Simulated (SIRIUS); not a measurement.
# TiB2 (P6/mmm) in SIRIUS: settings compared, part 2 of 2

SIRIUS 7.10.0.

## 4. Relaxation of cell and atoms, PBE

run.py reads:

```python
import json, subprocess
import numpy as np
from ase import Atoms
from ase.io import read
from ase.calculators.calculator import Calculator, all_changes
from ase.units import Bohr, Hartree, GPa
from ase.optimize import BFGS
from ase.filters import FrechetCellFilter

class Sirius(Calculator):
    """Writes sirius.json, runs sirius.scf and reads out.json."""
    implemented_properties = ["energy", "free_energy", "forces", "stress", "magmom"]

    def __init__(self, config, files):
        super().__init__()
        self.config, self.files, self.calls = config, files, 0

    def calculate(self, atoms=None, properties=["energy"], system_changes=all_changes):
        super().calculate(atoms, properties, system_changes)
        symbols = atoms.get_chemical_symbols()
        types = list(dict.fromkeys(symbols))
        order = [i for t in types for i, s in enumerate(symbols) if s == t]
        frac = atoms.get_scaled_positions(wrap=False)
        m = atoms.get_initial_magnetic_moments()
        m = m if m.ndim == 2 else np.c_[0 * m, 0 * m, m]
        spin = self.config["parameters"]["num_mag_dims"] > 0
        rows = {t: [list(frac[i]) + (list(m[i]) if spin else []) for i in order if symbols[i] == t] for t in types}
        cell = {"lattice_vectors": (atoms.cell[:] / Bohr).tolist(), "atom_types": types, "atom_files": self.files, "atoms": rows}
        json.dump({**self.config, "unit_cell": cell}, open("sirius.json", "w"), indent=1)
        self.calls += 1
        with open(f"sirius_{self.calls:03d}.out", "w") as log:
            subprocess.run(["sirius.scf", "--input=sirius.json", "--output=out.json"], stdout=log, stderr=subprocess.STDOUT, check=True)
        gs = json.load(open("out.json"))["ground_state"]
        if not gs["converged"]:
            raise RuntimeError("SCF did not converge")
        self.results = {"energy": gs["energy"]["free"] * Hartree, "free_energy": gs["energy"]["free"] * Hartree}
        if "forces" in gs:
            f = np.zeros((len(atoms), 3))
            f[order] = np.array(gs["forces"]) * Hartree / Bohr
            self.results["forces"] = f
        if "stress" in gs:
            s = np.array(gs["stress"]) * Hartree / Bohr**3
            self.results["stress"] = s.flat[[0, 4, 8, 5, 2, 1]]
        if spin:
            self.results["magmom"] = gs["magnetisation"]["total"][2]

atoms = read("TiB2.cif")

config = {
    "control": {
        "processing_unit": 'cpu',
        "verbosity": 1,
        "print_forces": True,
        "print_stress": True,
    },
    "parameters": {
        "electronic_structure_method": 'pseudopotential',
        "xc_functionals": ['XC_GGA_X_PBE', 'XC_GGA_C_PBE'],
        "gk_cutoff": 9.2,
        "pw_cutoff": 18.4,
        "ngridk": [4, 4, 4],
        "shiftk": [0, 0, 0],
        "smearing": 'fermi_dirac',
        "smearing_width": 0.0018374661,
        "num_bands": 16,
        "num_mag_dims": 0,
        "num_dft_iter": 100,
        "energy_tol": 1e-08,
        "density_tol": 1e-06,
    },
    "iterative_solver": {
        "type": 'davidson',
        "min_tolerance": 1e-09,
        "tolerance_scale": [0.1, 0.25],
    },
    "mixer": {
        "type": 'anderson',
        "beta": 0.7,
        "max_history": 8,
    },
    "settings": {
        "tol_ne": 1e-10,
        "pseudo_grid_cutoff": 6.5,
    },
}
dft = Sirius(config, {'B': 'B.json', 'Ti': 'Ti.json'})
atoms.calc = dft
results = {"symbols": atoms.get_chemical_symbols(), "cell": atoms.cell[:].tolist(), "frac": atoms.get_scaled_positions(wrap=False).tolist(), "steps": []}

def note():
    results["steps"].append({"energy": atoms.get_potential_energy(), "cell": atoms.cell[:].tolist(), "positions": atoms.positions.tolist(),
                             "forces": atoms.get_forces().tolist(), "stress": atoms.get_stress().tolist()})
    json.dump(results, open("results.json", "w"))

opt = BFGS(FrechetCellFilter(atoms, scalar_pressure=0.0 * GPa))
opt.attach(note)
results["converged"] = bool(opt.run(fmax=0.02, steps=30))
print("converged:", results["converged"])
print("cell parameters:", atoms.cell.cellpar().round(5))
print("volume per atom (A^3):", round(atoms.get_volume() / len(atoms), 4))
print(atoms.get_scaled_positions().round(6))
json.dump(results, open("results.json", "w"))
```

TiB2.cif reads:

```cif
data_TiB2
_cell_length_a 3.02920000
_cell_length_b 3.02920000
_cell_length_c 3.22840000
_cell_angle_alpha 90.00000000
_cell_angle_beta 90.00000000
_cell_angle_gamma 120.00000000
_space_group_name_H-M_alt 'P1'
_space_group_name_Hall 'P 1'
_space_group_IT_number 1
loop_
_space_group_symop_operation_xyz
'x,y,z'
loop_
_atom_site_label
_atom_site_type_symbol
_atom_site_symmetry_multiplicity
_atom_site_Wyckoff_symbol
_atom_site_fract_x
_atom_site_fract_y
_atom_site_fract_z
_atom_site_occupancy
Ti1 Ti 1 a 0.0000000000 0.0000000000 0.0000000000 1
B1 B 1 a 0.6666666667 0.3333333333 0.5000000000 1
B2 B 1 a 0.3333333333 0.6666666667 0.5000000000 1
```

Launch:

```sh
$ upf_to_json B.upf
$ upf_to_json Ti.upf
$ OMP_NUM_THREADS=1 python run.py
```

Run time: 35 s. Hardware: 1 thread of Arm Neoverse V2, shared host; peak memory 0.22 GiB.

It converged, with:

| Property | Result |
| --- | --- |
| Free energy | -1778.3756 eV |
| Relaxed volume | 8.56 Å³/atom |
| Relaxed cell | a = 3.033 Å, b = 3.033 Å, c = 3.223 Å, α = 90.00°, β = 90.00°, γ = 120.00° |
| Space group after relaxing (to 0.05 Å) | P6/mmm (No. 191) |
| Energy gained by relaxing | 0.1 meV/atom |
| Ionic steps | 3 |
| Pressure after relaxing | -0.2 GPa |
| Band gap on the k mesh | none (metal or under the smearing width) |

Stress tensor (GPa, compression positive):
```
-0.14  0.00  0.00
 0.00 -0.14  0.00
 0.00  0.00 -0.23
```

Step by step:
```
step  energy change (eV)  largest force (eV/Å)  pressure (GPa)  volume (Å³)
   1              0.0000                0.0000            0.22        25.66
   2             -0.0001                0.0000            0.16        25.66
   3             -0.0003                0.0000           -0.17        25.68
```

Final structure:
```
Ti B
1.0
     3.03338    0.00000    0.00000
    -1.51669    2.62698    0.00000
     0.00000    0.00000    3.22307
Ti B
1 2
Direct
  0.00000 0.00000 0.00000
  0.66667 0.33333 0.50000
  0.33333 0.66667 0.50000
```

Caveat: the k mesh is coarse (spacing up to 0.60 Å⁻¹), so the values aren't converged.

## 5. Relaxation of cell and atoms, PBE, target pressure 5 GPa, at which the enthalpy is minimised

Edit run.py of step 4 so:

```diff
@@ -96,3 +96,3 @@
 
-opt = BFGS(FrechetCellFilter(atoms, scalar_pressure=0.0 * GPa))
+opt = BFGS(FrechetCellFilter(atoms, scalar_pressure=5.0 * GPa))
 opt.attach(note)
```

TiB2.cif is that of step 4.

Launch:

```sh
$ upf_to_json B.upf
$ upf_to_json Ti.upf
$ OMP_NUM_THREADS=1 python run.py
```

Run time: 57 s. Hardware: 1 thread of Arm Neoverse V2, shared host; peak memory 0.23 GiB.

Results (log left out):

```
Free energy                                            : -1778.3682 eV
Relaxed volume                                         : 8.39 Å³/atom
Relaxed cell                                           : a = 3.016 Å, b = 3.016 Å, c = 3.197 Å, α = 90.00°, β = 90.00°, γ = 120.00°
Space group after relaxing (to 0.05 Å)                 : P6/mmm (No. 191)
Energy change on relaxing (the enthalpy is what falls) : +2.4 meV/atom
Ionic steps                                            : 5
Pressure after relaxing                                : 5.0 GPa
Band gap on the k mesh                                 : none (metal or under the smearing width)
```

Step by step:
```csv
step,energy change (eV),largest force (eV/Å),pressure (GPa),volume (Å³)
1,0.0000,0.0000,0.22,25.66
2,0.0003,0.0000,1.14,25.56
3,0.0077,0.0000,5.18,25.17
4,0.0075,0.0000,5.11,25.18
5,0.0071,0.0000,4.97,25.18
```

Final structure:
```
Ti B
1.0
     3.01583    0.00000    0.00000
    -1.50791    2.61178    0.00000
     0.00000    0.00000    3.19711
Ti B
1 2
Direct
  0.00000 0.00000 0.00000
  0.66667 0.33333 0.50000
  0.33333 0.66667 0.50000
```

Caveat: the k mesh is coarse (spacing up to 0.60 Å⁻¹), so the values aren't converged.

## 6. Relaxation of cell and atoms, PBE, target pressure 10 GPa, at which the enthalpy is minimised

Edit run.py of step 5 so:

```diff
@@ -96,3 +96,3 @@
 
-opt = BFGS(FrechetCellFilter(atoms, scalar_pressure=5.0 * GPa))
+opt = BFGS(FrechetCellFilter(atoms, scalar_pressure=10.0 * GPa))
 opt.attach(note)
```

TiB2.cif is that of step 5.

Potentials or basis: PseudoDojo 0.4.1 PBE standard (scalar relativistic).

Launch:

```sh
$ upf_to_json B.upf
$ upf_to_json Ti.upf
$ OMP_NUM_THREADS=1 python run.py
```

Wall time 69 s (1 thread of Arm Neoverse V2, shared host); peak memory 0.23 GiB.

It converged, with:

| Item | Value |
| --- | --- |
| Free energy | -1778.3482 eV |
| Relaxed volume | 8.25 Å³/atom |
| Relaxed cell | a = 3.000 Å, b = 3.000 Å, c = 3.175 Å, α = 90.00°, β = 90.00°, γ = 120.00° |
| Space group after relaxing (to 0.05 Å) | P6/mmm (No. 191) |
| Energy change on relaxing (the enthalpy is what falls) | +9.0 meV/atom |
| Ionic steps | 6 |
| Pressure after relaxing | 9.8 GPa |
| Band gap on the k mesh | none (metal or under the smearing width) |

Stress tensor (GPa, compression positive):
```
9.87 0.00 0.00
0.00 9.87 0.00
0.00 0.00 9.77
```

Step by step:
| step | energy change (eV) | largest force (eV/Å) | pressure (GPa) | volume (Å³) |
| --- | --- | --- | --- | --- |
| 1 | 0.0000 | 0.0000 | 0.22 | 25.66 |
| 2 | 0.0013 | 0.0000 | 2.14 | 25.46 |
| 3 | 0.0295 | 0.0000 | 10.35 | 24.72 |
| 4 | 0.0282 | 0.0000 | 10.10 | 24.74 |
| 5 | 0.0262 | 0.0000 | 9.71 | 24.76 |
| 6 | 0.0271 | 0.0000 | 9.84 | 24.75 |

Final structure:
```
Ti B
1.0
     3.00007    0.00000    0.00000
    -1.50004    2.59814    0.00000
     0.00000    0.00000    3.17512
Ti B
1 2
Direct
  0.00000 0.00000 0.00000
  0.66667 0.33333 0.50000
  0.33333 0.66667 0.50000
```

Caveat: the k mesh is coarse (spacing up to 0.60 Å⁻¹), so the values aren't converged.

## 7. The reference run

An earlier run on the cell as given: functional PBEsol; potentials or basis PseudoDojo 0.4.1 PBEsol standard (scalar relativistic); cutoff 1152 eV; density cutoff 4606 eV; k mesh 10 × 10 × 8; occupations fermi-dirac, width 0.05 eV; no spin polarisation.

- Pressure: -4.7 GPa
- Band gap on the k mesh: none (metal or under the smearing width)

## 8. Summary

```tsv
task	level	potentials or basis	U	cell	k mesh	form of the Hubbard term	hubbard projectors	start of the occupations	pressure	optimizer	mesh quality	gap on the mesh (eV)	pressure (GPa)
single point	PBE+U	PseudoDojo 0.4.1 PBE standard (scalar relativistic)	Ti d U = 6 eV	as given	10 × 10 × 8	simplified (Dudarev)	orthogonalised atomic orbitals	the program's own	-	-	not flagged	none	5.9
single point	PBE+U	PseudoDojo 0.4.1 PBE standard (scalar relativistic)	Ti d U = 8 eV	as given	10 × 10 × 8	simplified (Dudarev)	orthogonalised atomic orbitals	the program's own	-	-	not flagged	none	8.3
relaxation of cell and atoms	PBE	PseudoDojo 0.4.1 PBE standard (scalar relativistic)	-	relaxed	4 × 4 × 4	-	-	-	0	BFGS	coarse	none	-0.2
relaxation of cell and atoms	PBE	PseudoDojo 0.4.1 PBE standard (scalar relativistic)	-	relaxed to 5 GPa	4 × 4 × 4	-	-	-	5	BFGS	coarse	none	5.0
relaxation of cell and atoms	PBE	PseudoDojo 0.4.1 PBE standard (scalar relativistic)	-	relaxed to 10 GPa	4 × 4 × 4	-	-	-	10	BFGS	coarse	none	9.8
single point	PBEsol	PseudoDojo 0.4.1 PBEsol standard (scalar relativistic)	-	as given	10 × 10 × 8	-	-	-	-	-	not flagged	none	-4.7
```

Alike in all rows: no spin polarisation; cutoff (eV) 1152; smearing fermi-dirac 0.05 eV.

Caveats: some runs use coarse meshes; U without spin polarisation on a metal has little footing (some runs); the U is typed as a test and isn't derived for this compound (some runs).

Absolute energies hang on the potentials; compare differences alone.
